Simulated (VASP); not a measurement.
# SiGe3 in VASP: notebook, part 2 of 2

VASP 6.6.1. The steps go on from the part before.

## (3) Relaxation of cell and atoms, PBE

This run uses another cell than the first one, of 21.81 Å³/atom, 0.977 times its volume.

INCAR

```
PREC     = Normal         # precision mode
ENCUT    = 520            # plane-wave cutoff, eV
EDIFF    = 1E-4           # SCF threshold, eV
ISMEAR   = 0              # smearing method
SIGMA    = 0.15           # smearing width, eV
LREAL    = F              # projectors in reciprocal space
LASPH    = T              # aspherical terms in the spheres
NELM     = 60             # most SCF steps
ALGO     = Fast           # electronic algorithm
ISIF     = 3              # what is computed and relaxed
LWAVE    = F              # write WAVECAR
LCHARG   = F              # write CHGCAR
GGA      = PE             # functional
IBRION   = 2              # ionic algorithm
NSW      = 24             # ionic steps
EDIFFG   = -0.08          # ionic threshold
```

KPOINTS

```
Automatic mesh
0
Gamma
  5 5 5
```

POSCAR

```
SiGe3
1.0
    2.6396592000      1.5240079500      3.6151551300
   -2.6396592000      1.5240079500      3.6151551300
    0.0000000000     -3.0480159000      3.6151551300
Si Ge
1 3
Direct
    0.5000000000      0.5000000000      0.5000000000
    0.0000000000      0.0000000000      0.0000000000
    0.2778444100      0.2778444100      0.2778444100
    0.7221555900      0.7221555900      0.7221555900
```

Potentials or basis: VASP PAW PBE potentials, release 64 (Si, Ge_d).

On the command line:

```console
$ cat potpaw_PBE.64/Si/POTCAR potpaw_PBE.64/Ge_d/POTCAR > POTCAR
$ mpirun -np 1 vasp_std > vasp.out
```

OUTCAR:

```text
PREC = Normal
   ENCUT = 520
   EDIFF = 1E-4
   ISMEAR = 0
   LREAL = F
   LASPH = T
   NELM = 60
   ISIF = 3
   GGA = PE
   IBRION = 2
   NSW = 24
   EDIFFG = -0.08

 ion  position               nearest neighbor table
   1  0.500  0.500  0.500-   3 2.41   4 2.41
   2  0.000  0.000  0.000-
   3  0.278  0.278  0.278-   1 2.41
   4  0.722  0.722  0.722-   1 2.41

  LATTYP: Found a trigonal (rhomboedric) cell.
 ALAT       =     4.7286094719
 COS(alpha) =     0.3767549763

  Lattice vectors:

 A1 = (   2.6396592000,   1.5240079500,   3.6151551300)
 A2 = (  -2.6396592000,   1.5240079500,   3.6151551300)
 A3 = (   0.0000000000,  -3.0480159000,   3.6151551300)

Analysis of symmetry for initial positions (statically):
=====================================================================
 Subroutine PRICEL returns:
 Original cell was already a primitive cell.

 Routine SETGRP: Setting up the symmetry group for a
 trigonal (rhombohedral) supercell.

 Subroutine GETGRP returns: Found 12 space group operations
 (whereof 12 operations were pure point group operations)
 out of a pool of 12 trial point group operations.

The static configuration has the point symmetry D_3d.

Analysis of symmetry for dynamics (positions and initial velocities):
=====================================================================
 Subroutine PRICEL returns:
 Original cell was already a primitive cell.

 Routine SETGRP: Setting up the symmetry group for a
 trigonal (rhombohedral) supercell.

 Subroutine GETGRP returns: Found 12 space group operations
 (whereof 12 operations were pure point group operations)
 out of a pool of 12 trial point group operations.

The dynamic configuration has the point symmetry D_3d.
[... 102 lines left out ...]
   NFREE  =      1    steps in history (QN), initial steepest desc. (CG)
   ISIF   =      3    stress and relaxation
   ISYM   =      2    0-nonsym 1-usesym 2-fastsym
   POTIM  = 0.5000    time-step for ionic-motion
   TEBEG  =    0.0;   TEEND  =   0.0 temperature during run
   PSTRESS=    0.0 pullay stress
   NELECT =      46.0000    total number of electrons
   NUPDOWN=      -1.0000    fix difference up-down
   EMIN   =  10.00;   EMAX   =-10.00  energy-range for DOS
   EFERMI =   0.00;   METHOD = LEGACY
   ISMEAR =     0;   SIGMA  =   0.15  broadening in eV -4-tet -1-fermi 0-gaus
   EFERMI_NEDOS =   21; number of points for ismear=-14 and -15
   IALGO  =     68    algorithm
   IMIX   =      4    mixing-type and parameters
     AMIX     =   0.40;   BMIX     =  1.00
     AMIX_MAG =   1.60;   BMIX_MAG =  1.00
  volume/ion in A,a.u.               =      21.81       147.21
  Fermi-wavevector in a.u.,A,eV,Ry     =   1.322482  2.499128 23.796017  1.748958
  Thomas-Fermi vector in A             =   2.452160
   LORBIT       =      0    0 simple, 1 ext, 2 COOP (PROOUT), +10 PAW based schemes
   GGA     = PE    functional components
   LHFCALC =     F    Hartree Fock is set to
   AEXX    =    0.0000 exact exchange contribution
   IVDW    =     0    specifies the selected vdW correction
   LEPSILON=     F    determine dielectric tensor
   LRPA    =     F    only Hartree local field effects (RPA)
 conjugate gradient relaxation of ions
 non-spin polarized calculation
 RMM-DIIS sequential band-by-band and
 Gauss-broadening in eV      SIGMA  =   0.15
  energy-cutoff  :      520.00
  volume of cell :       87.26
 maximum number of plane-waves:      2355
   NGX = 17   NGY = 17   NGZ = 17

--------------------------------------- Ionic step        1  -------------------------------------------

 number of electron      45.9999932 magnetization

 Free energy of the ion-electron system (eV)
  ---------------------------------------------------
  ext. energy  EPLUGINS =         0.00000000
  ---------------------------------------------------
  free energy    TOTEN  =       -16.64622535 eV

  energy without entropy =      -16.62227672  energy(sigma->0) =      -16.63425104

------------------------ aborting loop because EDIFF is reached ----------------------------------------

  FORCE on cell =-STRESS in cart. coord.  units (eV):
  Direction    XX          YY          ZZ          XY          YZ          ZX
  --------------------------------------------------------------------------------------
  -------------------------------------------------------------------------------------
  Total       -3.0335787     -3.0335787     -0.0230062      0.0000000     -0.0000000      0.0000000
  in kB      -55.6996638    -55.6996638     -0.4224184      0.0000000     -0.0000000      0.0000000
  external PRESSURE =     -37.2739153 kB  Pullay stress =       0.0000000 kB
[... 253 lines left out ...]
--------------------------------------- Ionic step        8  -------------------------------------------

 number of electron      46.0000015 magnetization

 Free energy of the ion-electron system (eV)
  ---------------------------------------------------
  ext. energy  EPLUGINS =         0.00000000
  ---------------------------------------------------
  free energy    TOTEN  =       -17.09383095 eV

  energy without entropy =      -17.07052184  energy(sigma->0) =      -17.08217640

 E-fermi :   6.9868     XC(G=0): -11.1118

 val. band max:        6.9770121670   @ k =   0.2000   0.2000   0.2000
 cond. band min:       7.0276529500   @ k =  -0.4000   0.4000   0.4000
 fundamental gap:      0.0506407830
 Fermi energy:         6.9867763384

 k-point     1 :       0.0000    0.0000    0.0000
  band No.  band energies     occupation
      1     -17.7324      2.00000
      2     -17.7121      2.00000
      3     -17.7121      2.00000
      4     -17.6995      2.00000
      5     -17.6995      2.00000
      6     -17.6511      2.00000
[... 590 lines left out ...]
  FREE ENERGIE OF THE ION-ELECTRON SYSTEM (eV)
  ---------------------------------------------------
  free  energy   TOTEN  =       -17.0938309479 eV

  energy  without entropy=      -17.0705218435  energy(sigma->0) =      -17.08217640

 reached required accuracy - stopping structural energy minimisation
```

CONTCAR:

```text
SiGe3
   1.00000000000000
     2.4258555552785515    1.4005683580886847    3.6174095608610739
    -2.4258555552785515    1.4005683580886847    3.6174095608610739
     0.0000000000000000   -2.8011367161773695    3.6174095608610739
  Si              Ge
     1     3
Direct
     0.5000000000000000    0.5000000000000000    0.5000000000000000
     0.0000000000000000    0.0000000000000000    0.0000000000000000
     0.2619780870723027    0.2619780870723027    0.2619780870723027
     0.7380219129276973    0.7380219129276973    0.7380219129276973

  0.00000000E+00  0.00000000E+00  0.00000000E+00
  0.00000000E+00  0.00000000E+00  0.00000000E+00
  0.00000000E+00  0.00000000E+00  0.00000000E+00
  0.00000000E+00  0.00000000E+00  0.00000000E+00
```

It took 2.4 min on 1 thread of Intel Xeon Platinum 8259CL at 2.50GHz (Skylake/Cascade Lake), shared host; peak memory 0.18 GiB.

What came out:

```
Free energy                            : -17.0938 eV
Relaxed volume                         : 18.44 Å³/atom
Relaxed cell                           : a = 4.575 Å, b = 4.575 Å, c = 4.575 Å, α = 64.04°, β = 64.04°, γ = 64.04°
Space group after relaxing (to 0.05 Å) : R-3m (No. 166)
Energy gained by relaxing              : 111.9 meV/atom
Ionic steps                            : 8
Pressure after relaxing                : -0.2 GPa
Largest force after relaxing           : 0.047 eV/Å
Band gap on the k mesh                 : none (metal or under the smearing width)
```

Forces on the atoms (eV/Å):
```
Si   0.000  0.000  0.000
Ge   0.000  0.000  0.000
Ge   0.000  0.000 -0.047
Ge   0.000  0.000  0.047
```

Step by step:
```
step  energy change (eV)  largest force (eV/Å)  pressure (GPa)  volume (Å³)
   1              0.0000                0.7245           -3.73        87.26
   2             -0.2413                0.6686           -2.42        80.97
   3             -0.3763                0.6387            2.68        72.81
   4             -0.3762                0.7240            3.06        74.01
   5             -0.3896                0.1142           -0.99        74.73
   6             -0.4107                0.3902           -0.42        74.39
   7             -0.4388                0.1151           -0.90        74.00
   8             -0.4476                0.0473           -0.23        73.74
```

Final structure:
```xyz
4
Lattice="2.4259 1.4006 3.6174 -2.4259 1.4006 3.6174 0.0000 -2.8011 3.6174" Properties=species:S:1:pos:R:3 pbc="T T T"
Si    0.0000    0.0000    5.4261
Ge    0.0000    0.0000    0.0000
Ge    0.0000    0.0000    2.8430
Ge    0.0000    0.0000    8.0092
```

Caveat: the volume moved by over 15 % at a fixed basis, so the end points are rough; the relaxation stopped at a loose force limit of 0.08 eV/Å, so its end isn't a converged minimum.
